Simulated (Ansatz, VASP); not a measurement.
**SrO in VASP and in Ansatz**

The input POSCAR:

```
SrO
1.0
    0.0000000000      2.5414454751      2.6575521212
    2.5414454751      0.0000000000      2.6575521212
    2.5414454751      2.5414454751      0.0000000000
Sr O
1 1
Direct
    0.0000000000      0.0000000000      0.0000000000
    0.5000000000      0.5000000000      0.5000000000
```

Contents of INCAR.step1:

```
PREC     = Accurate       # precision mode
ENCUT    = 520            # plane-wave cutoff, eV
ISMEAR   = 0              # smearing method
SIGMA    = 0.05           # smearing width, eV
LREAL    = False          # projectors in reciprocal space
LASPH    = True           # aspherical terms in the spheres
NELM     = 60             # most SCF steps
NBANDS   = 15             # bands
GGA      = PE             # functional
ALGO     = Normal         # electronic algorithm
EDIFF    = 1E-4           # SCF threshold, eV
LWAVE    = True           # write WAVECAR
LCHARG   = False          # write CHGCAR
```

The input INCAR.step2:

```
PREC     = Accurate       # precision mode
ENCUT    = 520            # plane-wave cutoff, eV
EDIFF    = 1E-6           # SCF threshold, eV
ISMEAR   = 0              # smearing method
SIGMA    = 0.05           # smearing width, eV
LREAL    = False          # projectors in reciprocal space
LASPH    = True           # aspherical terms in the spheres
NELM     = 60             # most SCF steps
ALGO     = Normal         # electronic algorithm
ISIF     = 2              # what is computed and relaxed
LWAVE    = False          # write WAVECAR
LCHARG   = True           # write CHGCAR
METAGGA  = R2SCAN         # meta-GGA
LMIXTAU  = True         
LELF     = True           # ELF
LVHAR    = True         
NBANDS   = 15             # bands
ISTART   = 1
```

File KPOINTS:

```
Automatic mesh
0
Gamma
  8 8 8
```

Input for Ansatz:

```yaml
crystal:
  lattice:
    - [0.0, 2.5414454751, 2.6575521212]
    - [2.5414454751, 0.0, 2.6575521212]
    - [2.5414454751, 2.5414454751, 0.0]
  atoms:
    - { symbol: Sr, position: [0.0, 0.0, 0.0] }
    - { symbol: O, position: [0.5, 0.5, 0.5] }
basis:
  ecutwfc: 500
kpoints:
  mp_grid: { grid: [8, 8, 8] }
hamiltonian:
  xc: r2scan
scf:
  occupations: { method: gaussian, width: 0.05 }
output:
  forces: true
  stress: true
  eigenvalues: true
```

Change from the starting cell: strain -0.015 along x and y, +0.030 along z, atoms carried along.

Alike in both runs: task single point; functional r2SCAN; k mesh 8 × 8 × 8; occupations gaussian, width 0.05 eV; no spin polarisation.

|  | VASP | Ansatz |
| --- | --- | --- |
| version | VASP 6.6.1 | Ansatz 0.2.0 |
| potentials or method | VASP PAW PBE potentials, release 64 (Sr_sv, O) | scalar-relativistic, plane waves, PAW |
| plane-wave cutoff (eV) | 520 | 500 |
| valence electrons in the cell | 16 | 16 |

|  | VASP | Ansatz | Ansatz less VASP |
| --- | --- | --- | --- |
| gap on the k mesh at the Fermi level (eV) | 3.65 | 3.71 | +0.053 |
| least direct gap on the mesh (eV) | 3.73 | 3.77 | +0.040 |
| pressure (GPa) | 1.0 | 0.4 | -0.54 |
| largest component of the traceless stress (GPa) | 3.94 | 3.75 | -0.192 |

With one functional, cell and mesh, what is left measures potentials, basis and numerics.

Caveats: the PAW data sets were made with another functional, which shifts forces and pressure a little (VASP). A k mesh can miss the band edges.
